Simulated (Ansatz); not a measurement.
# Ge (Cmcm) in Ansatz: a series of runs

One crystal, Ge, is run at these levels: PBEsol; tasks: single point, equation of state.

Program: Ansatz 0.2.0. These are calculated values, not measurements. Logs are shortened: lines on timing, memory, paths and dates and some standing lists are left out, and cuts for length are marked.

### Step 1. The crystal as given

The structure is orthorhombic, space group Cmcm (No. 63). Conventional cell: a = 2.976 Å, b = 5.189 Å, c = 4.728 Å, α = 90.00°, β = 90.00°, γ = 90.00°. Ge (site symmetry m2m) has 12 Ge at 2.92 to 2.99 Å as nearest neighbours.

This isn't the form of Ge at room conditions, which is diamond.

### Step 2. Single point, PBEsol, 17.16 Å³/atom (volume scaled by 0.94)

Input file input.yaml:

```yaml
crystal:
  lattice:
    - [1.4576759744, -2.5417218984, 0.0]
    - [1.4576759744, 2.5417218984, 0.0]
    - [0.0, 0.0, 4.6310871635]
  atoms:
    - { symbol: Ge, position: [0.33344663, 0.66655337, 0.25] }
    - { symbol: Ge, position: [0.66655337, 0.33344663, 0.75] }
hamiltonian:
  xc: pbesol
  pseudopotentials: { kind: paw }
kpoints:
  mp_grid: { grid: [10, 10, 6] }
scf:
  occupations: { method: fermi_dirac, width: 0.05 }
output:
  forces: true
  stress: true
  eigenvalues: true
```

Potentials or basis: Ansatz PAW.

Command:

```sh
> ansatz run input.yaml --threads 2 --pin off --max-ram 5632MiB --backend cpu --events-out ev --progress --plain --runs-dir out
```

The log of the run:

```text
Warning: RAYON_NUM_THREADS=2 ignored (pool sized by the plan → 2); use --threads N
Engine: ansatz 0.2.0, x86_64-unknown-linux-gnu
Pseudopotentials: kind: paw
Pseudopotential: Ge, paw, valence charge 14, recommended cutoff 420 eV (normal), Ge.paw.azcp
Functional definition: PBEsol
  exchange = pbesol_x
  correlation = pbesol_c
Crystal: 2 atoms, lattice volume = 34.316 Å³
Basis set: ecut = 420 eV, 687 PW (Γ), exchange–correlation on 40×40×64 points (8 copies of the dense FFT grid, shifted against one another)
Bands: 18, of which v1, the nominal top of the filled ones, is band 14 counted from 1 (13 counted from 0)
Symmetry: 8 space group operations
Space group: Cmcm (ITA 63), of the structure as read, at distance tolerance 3.2e-5 Å
k-points: 124 of 600
Non-local potential: Ge, projectors of the file, l = 0: 2, l = 1: 2, l = 2: 3, l = 3: 1
PAW form: soft (Blöchl's): semilocal exchange-correlation on the pseudo side does not see the compensation charge
PAW frozen core: Ge, regenerated for the run's functional, and the local potential with it (the file was generated under x = pbe(κ = 0.804, μ = 0.2195149727645171), c = pbe(β = 0.06672455060314922))
PAW one-centre angular grid: Ge, 590 points (default); XC on 64 Gauss nodes
Initial density: superposition of atomic densities (neutral atoms: chi_scale 0, normalization atom), corrected by the library's trained network
Initial wavefunctions: pseudopotential atomic-orbital guess
Functional: x = pbesol(κ = 0.804, μ = 0.12345679012345678), c = pbesol(β = 0.046)
SCF iter   1: F=—  HF=-8506.428186 eV  |F-HF|=—  |Δ(HF+E_count)|=         —  Δρ=2.01e-3  dr2=6.86e-4  ethr=1.77e-3  ⟨swp⟩=5.0  Hψ=9105  notcnv=0
preconditioner: auto → none  [metal: Δε(μ)=0.037 eV  Ē_g=23.405 eV  σ=0.050 eV  W_gap=0.18  n_scr=8 (ndim 8)  ℏωp=33.5 eV  f_vac=0.000  D(μ)=1.23/eV (n_scr^D=8)  sad-step TF]
SCF iter   2: F=—  HF=-8506.427493 eV  |F-HF|=—  |Δ(HF+E_count)|=   6.93e-4  Δρ=1.20e-3  dr2=2.55e-4  ethr=2.45e-6  ⟨swp⟩=3.0  Hψ=5160  notcnv=0
SCF iter   3: F=—  HF=-8506.427503 eV  |F-HF|=—  |Δ(HF+E_count)|=   9.69e-6  Δρ=2.05e-4  dr2=5.64e-6  ethr=9.10e-7  ⟨swp⟩=2.0  Hψ=3812  notcnv=0
SCF iter   4: F=—  HF=-8506.427529 eV  |F-HF|=—  |Δ(HF+E_count)|=   2.62e-5  Δρ=1.68e-4  dr2=3.92e-6  ethr=2.02e-8  ⟨swp⟩=2.0  Hψ=3939  notcnv=0
SCF iter   5: F=—  HF=-8506.427525 eV  |F-HF|=—  |Δ(HF+E_count)|=   4.35e-6  Δρ=6.20e-5  dr2=5.69e-7  ethr=1.40e-8  ⟨swp⟩=2.0  Hψ=3440  notcnv=0
SCF iter   6: F=-8506.427524 eV  HF=-8506.427524 eV  |F-HF|=4.33e-8  |Δ(HF+E_count)|=   7.89e-7  Δρ=9.19e-6  dr2=1.27e-8  ethr=3.57e-10  ⟨swp⟩=5.2  Hψ=9975  notcnv=0
SCF 1 converged in 6 iterations: F = -8506.427524 eV  dr2 = 1.27e-8
SCF converged after 6 iterations
Free energy (F): -8506.427524 eV
Harris-Foulkes:  -8506.427524 eV  (|F-HF|=4.33e-8)
Internal energy: -8506.418213 eV  (E = F + TS)
E sigma→0 (E₀):  -8506.422868 eV
Entropy (-TS):   -0.009311 eV (-4.656 meV/atom)
Fermi energy:    12.322100 eV
--- Per-component energies (eV) ---
  E_band       = -190.116738
  E_kinetic    = 223.512137
  E_local      = -4103.262602  (includes V_loc(G=0)·N_el)
  E_nonlocal   = 834.005747
  E_hartree    = 1800.168777
  E_xc         = -151.722483
  E_vxc        = -131.522865  (∫ρ·V_xc dr)
  E_paw        = -3951.037102  (= ΣΔE_a)
  E_vpaw       = -613.195205  (= ΣTr[D̂ρ^β])
  E_aug_tail   = 0.000520  (compensation charges beyond the density's cutoff)
  E_ewald      = -3159.919081
  E_core_change = 1.835872  (= ΣΔE_core)
  E_smearing   = -0.009311  (= −TS)
  E_closure    = -0.000000  (closes the sum)
  Σ components = -8506.427524   (vs F -8506.427524, Δ=0.00e0)
--- Forces (eV/Å), atoms counted from 1 ---
  atom   1  Ge     0.00000000    -0.00252686     0.00000000
  atom   2  Ge     0.00000000     0.00252686     0.00000000
  max |Σ_I F_I| component: 4.34e-19 eV/Å
--- Stress (GPa, compression-positive) ---
        4.829358       0.000000       0.000000
        0.000000       5.253015       0.000000
        0.000000       0.000000       8.031008
  P = ⅓ Tr σ = 6.0378 GPa (60.378 kbar)
--- Band table (eV; the first three rows and the last of 124) ---
  k-point 0: bands = ["-12.2898", "-12.2726", "-12.2710", "-12.2681", "-12.2610", "-12.2571", "-12.2461", "-12.2455", "-12.1567", "-12.1562", "-1.5558", "4.7873", "6.4422", "19.3795", "19.5019", "21.5669", "21.6944", "23.1905"]
  k-point 1: bands = ["-12.2879", "-12.2795", "-12.2757", "-12.2716", "-12.2647", "-12.2609", "-12.2324", "-12.2312", "-12.1597", "-12.1591", "-1.3604", "3.2943", "8.3142", "19.5376", "19.6596", "21.2469", "21.5015", "21.6261"]
  k-point 2: bands = ["-12.2850", "-12.2827", "-12.2810", "-12.2744", "-12.2728", "-12.2698", "-12.2088", "-12.2076", "-12.1694", "-12.1687", "-0.7733", "1.5739", "11.1634", "17.8402", "19.9846", "20.1051", "21.2011", "21.3208"]
  k-point 123: bands = ["-12.3167", "-12.3167", "-12.2961", "-12.2961", "-12.2177", "-12.2177", "-12.1554", "-12.1554", "-12.1514", "-12.1514", "5.2144", "5.2144", "7.0664", "7.0664", "16.8288", "16.8288", "17.8124", "17.8124"]
```

It took 5.9 s on 2 threads of Intel Xeon at 2.50GHz (Skylake/Cascade Lake), shared host; peak memory 0.37 GiB.

What came out:

- Free energy: -8506.4275 eV
- Pressure: 6.0 GPa
- Band gap on the k mesh: none (metal or under the smearing width)

Caveat: the PAW data sets come from PBE, with cores solved anew for the run's functional, which leaves a small shift of forces and pressure.

### Step 3. Single point, PBEsol, 17.52 Å³/atom (volume scaled by 0.96)

input.yaml: that of step 2 with these lines changed.

```diff
@@ -2,5 +2,5 @@
   lattice:
-    - [1.4576759744, -2.5417218984, 0.0]
-    - [1.4576759744, 2.5417218984, 0.0]
-    - [0.0, 0.0, 4.6310871635]
+    - [1.4679416364, -2.5596219381, 0.0]
+    - [1.4679416364, 2.5596219381, 0.0]
+    - [0.0, 0.0, 4.6637015279]
   atoms:
```

Potentials or basis: Ansatz PAW.

Command:

```sh
> ansatz run input.yaml --threads 2 --pin off --max-ram 5632MiB --backend cpu --events-out ev --progress --plain --runs-dir out
```

Wall time 5 s (2 threads of Intel Xeon at 2.50GHz (Skylake/Cascade Lake), shared host); peak memory 0.37 GiB.

It converged, with:

```
Free energy            : -8506.4503 eV
Pressure               : 4.0 GPa
Band gap on the k mesh : none (metal or under the smearing width)
```

Caveat: the PAW data sets come from PBE, with cores solved anew for the run's functional, which leaves a small shift of forces and pressure.

### Step 4. Single point, PBEsol, 17.89 Å³/atom (volume scaled by 0.98)

input.yaml: that of step 3 with these lines changed.

```diff
@@ -2,5 +2,5 @@
   lattice:
-    - [1.4679416364, -2.5596219381, 0.0]
-    - [1.4679416364, 2.5596219381, 0.0]
-    - [0.0, 0.0, 4.6637015279]
+    - [1.4780656917, -2.5772750611, 0.0]
+    - [1.4780656917, 2.5772750611, 0.0]
+    - [0.0, 0.0, 4.6958660032]
   atoms:
```

Command:

```sh
> ansatz run input.yaml --threads 2 --pin off --max-ram 5632MiB --backend cpu --events-out ev --progress --plain --runs-dir out
```

It took 4.5 s on 2 threads of Intel Xeon at 2.50GHz (Skylake/Cascade Lake), shared host; peak memory 0.37 GiB.

It converged, with:

```
Free energy            : -8506.4643 eV
Pressure               : 2.2 GPa
Band gap on the k mesh : none (metal or under the smearing width)
```

Caveat: the PAW data sets come from PBE, with cores solved anew for the run's functional, which leaves a small shift of forces and pressure.

### Step 5. Single point, PBEsol, 18.25 Å³/atom

input.yaml: that of step 4 with these lines changed.

```diff
@@ -2,5 +2,5 @@
   lattice:
-    - [1.4780656917, -2.5772750611, 0.0]
-    - [1.4780656917, 2.5772750611, 0.0]
-    - [0.0, 0.0, 4.6958660032]
+    - [1.488052925, -2.59468961, 0.0]
+    - [1.488052925, 2.59468961, 0.0]
+    - [0.0, 0.0, 4.72759579]
   atoms:
@@ -19 +19,5 @@
   eigenvalues: true
+  write_density: true
+  write_potential: true
+  elf: true
+  volumetric_format: npy
```

Command:

```sh
> ansatz run input.yaml --threads 2 --pin off --max-ram 5632MiB --backend cpu --events-out ev --progress --plain --runs-dir out
```

Run time: 5.9 s. Hardware: 2 threads of Intel Xeon at 2.50GHz (Skylake/Cascade Lake), shared host; peak memory 0.38 GiB.

The run converged. Its results:

* Free energy: -8506.4702 eV
* Pressure: 0.5 GPa
* Band gap on the k mesh: none (metal or under the smearing width)

Caveat: the PAW data sets come from PBE, with cores solved anew for the run's functional, which leaves a small shift of forces and pressure.

### Step 6. Single point, PBEsol, 18.62 Å³/atom (volume scaled by 1.02)

input.yaml: that of step 5 with these lines changed.

```diff
@@ -2,5 +2,5 @@
   lattice:
-    - [1.488052925, -2.59468961, 0.0]
-    - [1.488052925, 2.59468961, 0.0]
-    - [0.0, 0.0, 4.72759579]
+    - [1.4979078673, -2.6118734857, 0.0]
+    - [1.4979078673, 2.6118734857, 0.0]
+    - [0.0, 0.0, 4.7589052838]
   atoms:
@@ -19,5 +19 @@
   eigenvalues: true
-  write_density: true
-  write_potential: true
-  elf: true
-  volumetric_format: npy
```

Potentials or basis: Ansatz PAW.

Command:

```sh
> ansatz run input.yaml --threads 2 --pin off --max-ram 5632MiB --backend cpu --events-out ev --progress --plain --runs-dir out
```

It took 5.3 s on 2 threads of Intel Xeon at 2.50GHz (Skylake/Cascade Lake), shared host; peak memory 0.38 GiB.

The run converged. Its results:

```
Free energy            : -8506.4690 eV
Pressure               : -1.0 GPa
Band gap on the k mesh : none (metal or under the smearing width)
```

Caveat: the PAW data sets come from PBE, with cores solved anew for the run's functional, which leaves a small shift of forces and pressure.

### Step 7. Single point, PBEsol, 18.98 Å³/atom (volume scaled by 1.04)

input.yaml: that of step 6 with these lines changed.

```diff
@@ -2,5 +2,5 @@
   lattice:
-    - [1.4979078673, -2.6118734857, 0.0]
-    - [1.4979078673, 2.6118734857, 0.0]
-    - [0.0, 0.0, 4.7589052838]
+    - [1.5076348143, -2.6288341784, 0.0]
+    - [1.5076348143, 2.6288341784, 0.0]
+    - [0.0, 0.0, 4.7898081321]
   atoms:
```

Command:

```sh
> ansatz run input.yaml --threads 2 --pin off --max-ram 5632MiB --backend cpu --events-out ev --progress --plain --runs-dir out
```

Run time: 4.8 s. Hardware: 2 threads of Intel Xeon at 2.50GHz (Skylake/Cascade Lake), shared host; peak memory 0.38 GiB.

Results (log left out):

| Item | Value |
| --- | --- |
| Free energy | -8506.4614 eV |
| Pressure | -2.3 GPa |
| Band gap on the k mesh | none (metal or under the smearing width) |

Caveat: the PAW data sets come from PBE, with cores solved anew for the run's functional, which leaves a small shift of forces and pressure.

### Step 8. Single point, PBEsol, 19.35 Å³/atom (volume scaled by 1.06)

input.yaml: that of step 7 with these lines changed.

```diff
@@ -2,5 +2,5 @@
   lattice:
-    - [1.5076348143, -2.6288341784, 0.0]
-    - [1.5076348143, 2.6288341784, 0.0]
-    - [0.0, 0.0, 4.7898081321]
+    - [1.5172378428, -2.6455787966, 0.0]
+    - [1.5172378428, 2.6455787966, 0.0]
+    - [0.0, 0.0, 4.8203172867]
   atoms:
```

Command:

```sh
> ansatz run input.yaml --threads 2 --pin off --max-ram 5632MiB --backend cpu --events-out ev --progress --plain --runs-dir out
```

Wall time 5.2 s (2 threads of Intel Xeon at 2.50GHz (Skylake/Cascade Lake), shared host); peak memory 0.38 GiB.

Results (log left out):

```
Free energy            : -8506.4479 eV
Pressure               : -3.6 GPa
Band gap on the k mesh : none (metal or under the smearing width)
```

Caveat: the PAW data sets come from PBE, with cores solved anew for the run's functional, which leaves a small shift of forces and pressure.

### Step 9. Equation of state, PBEsol

Potentials or basis: Ansatz PAW.

This step only gathers the single runs of the series.

Results:

```
Equilibrium volume                        : 18.37 Å³/atom
Bulk modulus at fixed shape and positions : 77 GPa
Pressure derivative of the bulk modulus   : 4.2
```

Energy against volume, from the lowest point:
```tsv
volume (Å³/atom)	energy (meV/atom)
17.158	21.36
17.523	9.96
17.888	2.99
18.253	0.00
18.618	0.60
18.984	4.44
19.349	11.19
```

Caveat: the cell was scaled at fixed shape and fractional positions, which overstates the stiffness of a crystal with free parameters, most of all of layers and chains.
